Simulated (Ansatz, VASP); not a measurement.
## Ti in VASP and in Ansatz

Contents of INCAR:

```
SYSTEM = Ti
PREC = Accurate
ENCUT = 600
EDIFF = 1E-7
ISMEAR = -1
SIGMA = 0.05
LREAL = .False.
LASPH = .True.
NELM = 100
ALGO = Normal
ISIF = 3
LWAVE = .False.
LCHARG = .False.
GGA = B5
ALDAX = 1.0
AGGAX = 1.0
AGGAC = 1.0
ALDAC = 0.0
IVDW = 12
VDW_S6 = 1.0
VDW_S8 = 2.6996
VDW_A1 = 0.4298
VDW_A2 = 4.2359
IBRION = 2
NSW = 80
EDIFFG = -0.005
```

The input KPOINTS:

```
Automatic mesh
0
Gamma
  11 11 11
  0 0 0
```

The input POSCAR:

```
Ti
1.0
   -1.6410000000      1.6410000000      1.6410000000
    1.6410000000     -1.6410000000      1.6410000000
    1.6410000000      1.6410000000     -1.6410000000
Ti
1
Direct
    0.0000000000      0.0000000000      0.0000000000
```

File input.yaml:

```yaml
crystal:
  lattice:
    - [-1.641, 1.641, 1.641]
    - [1.641, -1.641, 1.641]
    - [1.641, 1.641, -1.641]
  atoms:
    - { symbol: Ti, position: [0.0, 0.0, 0.0] }
kpoints:
  mp_grid: { grid: [11, 11, 11] }
scf:
  occupations: { method: fermi_dirac, width: 0.05 }
hamiltonian:
  xc: blyp
  dispersion: d3bj
  pseudopotentials: { kind: all_electron, lapw: { basis_error: 0.001 } }
output:
  forces: true
  stress: true
relax:
  f_tol: 0.005
  max_steps: 60
  cell: {}
```

This isn't the form of Ti at room conditions, which is hcp.

Alike in both runs: task relaxation of cell and atoms; functional BLYP; dispersion D3(BJ); k mesh 11 × 11 × 11; occupations fermi-dirac, width 0.05 eV; no spin polarisation.

|  | VASP | Ansatz |
| --- | --- | --- |
| version | VASP 6.6.1 | Ansatz 0.2.0 |
| potentials or method | VASP PAW PBE potentials, release 64 (Ti_sv) | all-electron LAPW, scalar-relativistic |
| plane-wave cutoff (eV) | 600 | see its input |

VASP gave:

```
relaxed volume (Å³/atom)                                     : 15.29
relaxed cell length with the largest relative difference (Å) : 2.708
energy change over the relaxation (meV/atom)                 : -113
```

Estimate Ansatz's values.

relaxed volume (Å³/atom): 15.32; relaxed cell length with the largest relative difference (Å): 2.710; energy change over the relaxation (meV/atom): -111.

Ansatz ran all-electron here, so the differences hold the error of VASP's frozen core and of both bases.

Caveats: the volume moved by -13 % from the deposited cell, more than functionals usually miss; the PAW data sets were made with another functional, which shifts forces and pressure a little (VASP); pairwise dispersion overbinds metals, which lowers pressure and volume (VASP).
